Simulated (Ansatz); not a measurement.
**MgS: relaxed-ion elastic tensor**

Computed with DFT PBE, scalar-relativistic, plane waves, PAW in Ansatz. Cutoff 420 eV, 8×8×8 k-points (Γ-centred), fixed occupations. No spin polarisation.

Equilibrium structure at this level:
```
CELL_PARAMETERS angstrom
0.00000 2.84861 2.84861
2.84861 0.00000 2.84861
2.84861 2.84861 0.00000
ATOMIC_POSITIONS crystal
Mg 0.00000 0.00000 0.00000
S 0.25000 0.25000 0.25000
```

It was relaxed at this level from a Materials Project cell.

(1) Give the relaxed-ion elastic constants (GPa, Voigt order xx yy zz yz xz xy, on the Cartesian axes of the cell above).

(2) Is the crystal stable against homogeneous strain?

(3) And the moduli of a polycrystal (Hill averages)?

## Answers

(1)
```
69.7 48.0 48.0  0.0  0.0  0.0
48.0 69.7 48.0  0.0  0.0  0.0
48.0 48.0 69.7  0.0  0.0  0.0
 0.0  0.0  0.0 29.6  0.0  0.0
 0.0  0.0  0.0  0.0 29.6  0.0
 0.0  0.0  0.0  0.0  0.0 29.6
```

(2) Yes: the least eigenvalue of the tensor is 21.6 GPa.

(3) B = 55 GPa, G = 20 GPa, E = 53 GPa, ν = 0.34.
